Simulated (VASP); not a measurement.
Here is the system:

```yaml
crystal:
  lattice:
    - [2.65875, 0.00000, 0.00000]
    - [0.00000, 2.65875, 0.00000]
    - [0.00000, 0.00000, 3.65465]
  atoms:
    - { symbol: Co, position: [0.00000, 0.00000, 0.00000], spin: 1.8 }
    - { symbol: Pt, position: [0.50000, 0.50000, 0.50000], spin: 0.4 }
```

The numbers are results of PBEsol GGA, VASP's PBE PAW potentials (set 64) (plane waves; VASP), not measurements. Numerical set-up: 520 eV cut-off, Gaussian smearing of 0.050 eV, potentials Co Pt.

Unless said otherwise, spin-orbit coupling is left out, though it shifts the bands of the heavy elements here.

Problem. Predict the cell moment, band gap (along the path) with the smallest direct gap where there is one.

Solution. 
```json
{
 "band gap (along the path)": "none (metal, semimetal or under 0.01 eV)",
 "cell_moment": "2.20 μB"
}
```

The absolute energy has meaning only against runs of the same code, potentials and settings.

The compound is CoPt in the L1_0 structure. It was relaxed first.
